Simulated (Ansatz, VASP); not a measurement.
**One calculation of CoO, two programs**

```
Co O
1.0
     3.19765    0.00000    0.00000
    -1.59882    2.76924    0.00000
     0.00000    0.00000    5.22871
Co O
2 2
Direct
  0.00000 0.00000 0.00347
  0.33333 0.66667 0.50336
  0.00000 0.00000 0.37161
  0.33333 0.66667 0.87156
```

Measurements of this composition are mostly on another form, of space group No. 225.

Alike in both runs: task single point; functional LDA; k mesh 8 × 8 × 5; occupations fermi-dirac, width 0.1 eV; collinear spin.

```csv
,VASP,Ansatz
version,VASP 6.6.1,Ansatz 0.2.0
potentials or method,"VASP PAW LDA potentials, release 64 (Co, O)","plane waves, PAW"
plane-wave cutoff (eV),520,420
valence electrons in the cell,30,46
```

```csv
,VASP,Ansatz,Ansatz less VASP
gap on the k mesh at the Fermi level (eV),none,none,-
net moment per atom (μB),1.31,0.00,-1.309
size of the moment on the site where the two differ most (μB),2.25,1.97,-0.278
```

The net moments differ so much that the two runs ended in different magnetic states, which moves the other rows too. Site moments also hang on the region over which each program counts them. A gap of «none» marks a metal or a gap that the smearing closes. The two sets of potentials don't hold the same shells in valence. Ansatz warned: «seeded_moment_not_kept».

Caveats: semilocal functionals often make such compounds metallic where correlation or magnetic order opens a gap, which also shifts bond lengths.
